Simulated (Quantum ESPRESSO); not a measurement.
**TiO: zone-centre phonons under several settings**

```
Ti O
1.0
     2.70834    0.00000    0.00000
     0.00000    2.70834    0.00000
     0.00000    0.00000    2.70834
Ti O
1 1
Direct
  0.00000 0.00000 0.00000
  0.50000 0.50000 0.50000
```

The cell comes from a database or a generator and needn't be the stable form of this composition.

All runs used Quantum ESPRESSO 7.5.

| level | potentials | k mesh (s: shifted) | geometry | spin | cutoff (eV) | occupations | volume (Å³/atom) | pressure (GPa) | lowest optical mode without the field (cm⁻¹) |
| --- | --- | --- | --- | --- | --- | --- | --- | --- | --- |
| PBEsol | SSSP 1.3 efficiency PBE | 10 × 10 × 10 | relaxed cell | no spin polarisation | 748 | methfessel-paxton, width 0.272 eV | 8.86 | 0.1 | 323 |
| LDA | GBRV 1.5 LDA | 10 × 10 × 10s | given cell, atoms relaxed | collinear spin, ferromagnetic start | 612 | gaussian, width 0.272 eV | 9.93 | ? | ? |

Question: What stands in the row left open?

Answer: Pressure -28.1 GPa; lowest optical mode without the field 185 cm⁻¹.

Caveats: the mesh is thin for the phonons of a metal; the potentials were made for another functional, which shifts forces and pressure (some runs); the cell is more than 3 GPa from zero pressure, which shifts response properties (some runs); a pressure of tens of GPa on the cell as given is suspect, and the run, the potentials or the cell itself is likely at fault (some runs).

For the row left open. Caveat: the mesh is thin for the phonons of a metal; the cell is more than 3 GPa from zero pressure, which shifts response properties; a pressure of tens of GPa on the cell as given is suspect, and the run, the potentials or the cell itself is likely at fault.
